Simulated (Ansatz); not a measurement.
Zn: band structure with r2SCAN

Crystal: Zn.

```xyz
1
Lattice="0.0000 1.9648 1.9648 1.9648 0.0000 1.9648 1.9648 1.9648 0.0000" Properties=species:S:1:pos:R:3 pbc="T T T"
Zn    0.0000    0.0000    0.0000
```

This isn't the form of Zn at room conditions, which is hcp.

* Program: Ansatz 0.2.0
* Task: band structure
* Functional: r2SCAN
* Potentials or basis: Ansatz PAW
* Cutoff: 500 eV (not typed: the program's choice for these potentials)
* k mesh: 12 × 12 × 12
* Occupations: fermi-dirac, width 0.05 eV
* Spin: no spin polarisation
* Path: [["G", "X", "W", "K", "G", "L", "U", "W", "L", "K"], ["U", "X"]]
* Points for each segment of the path: 14

* Pressure: -4.6 GPa
* Band gap on the k mesh: none (metal or under the smearing width)

Levels at the corners of the path, in eV from the Fermi level:
```csv
point,band 2,band 3,band 4,band 5,band 6,band 7,band 8,band 9,band 10,band 11
Γ,-7.87,-7.87,-7.87,-7.48,-7.48,19.31,19.31,19.31,19.35,21.73
X,-8.50,-7.21,-7.12,-7.12,-1.07,1.99,8.93,8.93,12.39,14.03
W,-7.98,-7.98,-7.46,-7.12,2.35,2.35,3.56,4.25,22.83,22.96
K,-8.19,-7.57,-7.39,-7.21,0.77,1.74,2.92,10.53,14.03,22.60
Γ,-7.87,-7.87,-7.87,-7.48,-7.48,19.31,19.31,19.31,19.35,21.73
L,-7.87,-7.87,-7.19,-7.19,-3.05,-1.30,16.14,16.14,18.07,19.63
U,-8.19,-7.57,-7.39,-7.21,0.77,1.74,2.92,10.53,14.03,22.60
W,-7.98,-7.98,-7.46,-7.12,2.35,2.35,3.56,4.25,22.83,22.96
L,-7.87,-7.87,-7.19,-7.19,-3.05,-1.30,16.14,16.14,18.07,19.63
K,-8.19,-7.57,-7.39,-7.21,0.77,1.74,2.92,10.53,14.03,22.60
U,-8.19,-7.57,-7.39,-7.21,0.77,1.74,2.92,10.53,14.03,22.60
X,-8.50,-7.21,-7.12,-7.12,-1.07,1.99,8.93,8.93,12.39,14.03
```

Run time: 2.6 s on 2 threads of Arm Neoverse V1 (shared host), peak memory 0.33 GiB.

Caveat: the PAW data sets come from PBE, with cores solved anew for the run's functional, which leaves a small shift of forces and pressure.
